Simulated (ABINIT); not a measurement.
Crystal: AlN.

```
Al N
1.0
     0.00000    2.18399    2.18399
     2.18399    0.00000    2.18399
     2.18399    2.18399    0.00000
Al N
1 1
Direct
  0.00000 0.00000 0.00000
  0.25000 0.25000 0.25000
```

Measurements of this composition are mostly on another form, of space group No. 186.

Base run:

* Program: ABINIT 10.8.3 (patched build)
* Functional: PBE
* Potentials or basis: JTH PAW PBE v2.0
* Cutoff: 680 eV
* k mesh: 8 × 8 × 8
* Occupations: fermi-dirac, width 0.05 eV
* Spin: no spin polarisation

Its results: band gap on the k mesh 3.30 eV, indirect (least direct gap 4.18 eV).

**Question.** The run is repeated on the same cell with these changes: k mesh from 8 × 8 × 8 to 13 × 13 × 13. What comes out?

**Answer.** Band gap on the k mesh 3.39 eV, indirect (least direct gap 4.18 eV).

Caveats: an odd mesh through Γ misses points on the zone boundary, where band edges often lie (some runs).
